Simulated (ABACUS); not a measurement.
SiO2 in ABACUS: the effect of dispersion

The system is SiO2.

```
Si O
1.0
     4.97559    0.00000    0.00000
     0.00000    4.97559    0.00000
     0.00000    0.00000    6.90089
Si O
4 8
Cartesian
  3.9966 3.9966 3.4504
  3.4668 1.5088 1.7252
  1.5088 3.4668 5.1757
  0.9790 0.9790 0.0000
  3.7902 0.5492 2.9815
  4.4263 1.1854 0.4690
  0.5492 3.7902 3.9194
  1.3024 1.9386 5.6446
  1.1854 4.4263 6.4319
  3.6732 3.0370 2.1942
  1.9386 1.3024 1.2562
  3.0370 3.6732 4.7067
```

The cell comes from a database or a generator and needn't be the stable form of this composition.

Alike in all runs:

| Quantity | Value |
| --- | --- |
| Program | ABACUS 3.10.1 |
| Task | single point |
| Functional | RPBE |
| Potentials or basis | PseudoDojo NC SR 0.4.1 PBE standard |
| Cutoff | 1361 eV |
| Density cutoff | 5442 eV |
| Basis | DZP LCAO (the cutoffs set its grid) |
| k mesh | 6 × 6 × 4 |
| Occupations | fermi-dirac, width 0.05 eV |
| Spin | no spin polarisation |

| dispersion | pressure (GPa) | largest force (eV/Å) |
| --- | --- | --- |
| none | ? | ? |
| D3 | 7.3 | 0.79 |
| D3(BJ) | 4.5 | 0.76 |
| D3(BJ)+ABC | 4.6 | 0.76 |

Question: What does the run with dispersion none give?

Answer: Pressure 9.4 GPa; largest force 0.78 eV/Å.

Caveats: the atomic orbitals were generated for these runs and aren't a published set; the potentials were made for another functional, which shifts forces and pressure; the basis of atomic orbitals isn't converged, which shifts pressures, moduli and gaps.
